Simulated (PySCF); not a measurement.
**Basis set benchmark on one molecule**

Molecule: SMILES CCC(=O)O, C3H6O2.

Molfile (atoms numbered from 1):
```
C3H6O2
     RDKit          3D

 11 10  0  0  0  0  0  0  0  0999 V2000
   -1.4573    0.1929    0.3223 C   0  0  0  0  0  0  0  0  0  0  0  0
   -0.1594   -0.5781    0.1997 C   0  0  0  0  0  0  0  0  0  0  0  0
    1.0422    0.3122    0.0355 C   0  0  0  0  0  0  0  0  0  0  0  0
    1.0257    1.5147    0.0130 O   0  0  0  0  0  0  0  0  0  0  0  0
    2.1752   -0.3954   -0.0860 O   0  0  0  0  0  0  0  0  0  0  0  0
   -2.3075   -0.4909    0.4563 H   0  0  0  0  0  0  0  0  0  0  0  0
   -1.4268    0.8811    1.1791 H   0  0  0  0  0  0  0  0  0  0  0  0
   -1.6403    0.8019   -0.5746 H   0  0  0  0  0  0  0  0  0  0  0  0
   -0.1697   -1.2735   -0.6565 H   0  0  0  0  0  0  0  0  0  0  0  0
    0.0271   -1.2161    1.0802 H   0  0  0  0  0  0  0  0  0  0  0  0
    2.8909    0.2511   -0.1841 H   0  0  0  0  0  0  0  0  0  0  0  0
  1  2  1  0
  2  3  1  0
  3  4  2  0
  3  5  1  0
  1  6  1  0
  1  7  1  0
  1  8  1  0
  2  9  1  0
  2 10  1  0
  5 11  1  0
M  END
```

Geometry PBE0-D3(BJ)/def2-SVP throughout; GIAO in PySCF 2.14, gas phase, one conformer, non-relativistic; equivalent atoms averaged; functional PBE0.

Reference values (measured; solution, not stated per compound (mostly CDCl3 or CCl4); Pretsch, Buehlmann, Badertscher, Structure Determination of Organic Compounds, 4th ed. (2009)): δ(C2) = 28.5 ppm, δ(C1) = 9.6 ppm, δ(H9/H10) = 2.36 ppm, δ(H6/H7/H8) = 1.16 ppm. Computed shifts are taken against TMS, calculated as an isolated molecule at each level.

Q: How do the basis sets STO-3G, 6-31G, pcSseg-0, 6-31G*, def2-SVP, cc-pVDZ, pcSseg-1, aug-cc-pVDZ, 6-311+G(2d,p), def2-TZVP, cc-pVTZ, IGLO-III, pcSseg-2 perform against the reference? Times are CPU seconds on shared hosts with different chips, so compare them loosely.

A: 
```
    basis set  functions    C2    C1  H9/H10  H6/H7/H8  mean abs. error C  mean abs. error H  core-s
       STO-3G         31  26.6  17.5    1.95      1.08                4.9               0.24     2.2
        6-31G         57  26.9  10.2    2.50      1.18                1.1               0.08     3.9
     pcSseg-0         57  28.7  11.0    2.63      1.33                0.8               0.22     3.2
       6-31G*         82  25.0  10.0    2.21      1.05                2.0               0.13     5.5
     def2-SVP        100  24.5   9.1    2.02      0.88                2.2               0.31     6.5
      cc-pVDZ        100  26.9  10.6    2.06      0.94                1.3               0.26     6.3
     pcSseg-1        115  26.8   9.6    2.22      1.07                0.8               0.11      12
  aug-cc-pVDZ        169  26.8   9.6    2.39      1.10                0.8               0.05      13
6-311+G(2d,p)        171  26.7   8.7    2.35      1.01                1.4               0.08      14
    def2-TZVP        191  27.2   9.4    2.31      1.00                0.8               0.10      17
      cc-pVTZ        234  26.7   9.3    2.31      1.02                1.0               0.09      20
     IGLO-III        235  27.8   9.4    2.37      1.04                0.4               0.07      21
     pcSseg-2        264  28.0   9.8    2.34      1.04                0.4               0.07      24
```

For 13C the closest is pcSseg-2 (0.4 ppm, with IGLO-III practically level) and the furthest STO-3G (4.9 ppm).

For 1H the closest is aug-cc-pVDZ (0.05 ppm, with IGLO-III, pcSseg-2 practically level) and the furthest def2-SVP (0.31 ppm). Where a smaller basis beats a larger one, errors probably cancel; the largest sets show where the functional converges. One molecule is a small sample, and vibrational and solvent effects are absent from the calculation.

A small basis that lands close on one nucleus may do so by chance; judge by the trend and by all nuclei.
